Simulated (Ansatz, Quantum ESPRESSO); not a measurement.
AgCl: energy against volume and a worked fit

It takes space group Fm-3m (No. 225, cubic). Conventional cell: a = 5.470 Å, b = 5.470 Å, c = 5.470 Å, α = 90.00°, β = 90.00°, γ = 90.00°. Ag (site symmetry m-3m) has 6 Cl at 2.73 Å as nearest neighbours. Cl (site symmetry m-3m) is surrounded by 6 Ag at 2.73 Å.

The cell was scaled at fixed shape and fractions and run with Ansatz, Ansatz PAW, cutoff 420 eV; PBEsol, k mesh 8 × 8 × 8 on the cell of 2 atoms, fermi-dirac occupations of 0.05 eV, no spin polarisation, no spin-orbit coupling. The potentials were made for PBE. Energies are those that the program minimises, any entropy of the smearing included.

```csv
V (Å³/atom),energy over the lowest row (meV/atom)
19.2309,9.022
19.6401,2.767
20.0492,0.000
20.4584,0.311
20.8676,3.335
21.2768,?
21.6859,16.233
```

Q: Fit the third-order Birch-Murnaghan form, give V0, B0 and B′, and predict the energy left open.

A: With y = (V0/V)^(2/3), E = E0 + (9 V0 B0/16) [(y - 1)³ B′ + (y - 1)² (6 - 4y)]. Least squares through the rows shown give V0 = 20.2077 Å³/atom, E0 = -0.222 meV, B0 = 56.55 GPa (1 eV/Å³ = 160.218 GPa) and B′ = 5.29, with a largest miss of 0.003 meV. At V = 21.2768 the form with these constants gives 8.737 meV; the run gave 8.738 meV an atom. Other set-ups at this level, from all their volumes (Å³/atom, GPa): Ansatz, all-electron LAPW, scalar-relativistic: V0 20.210, B0 56.59; Quantum ESPRESSO, PseudoDojo 0.4.1 SR PBEsol standard: V0 20.207, B0 56.7. Measured volume: 21.36 Å³/atom at 299.15 K (a printed reference work), so the fit lies -5.4 % from it. The runs are for a static lattice.
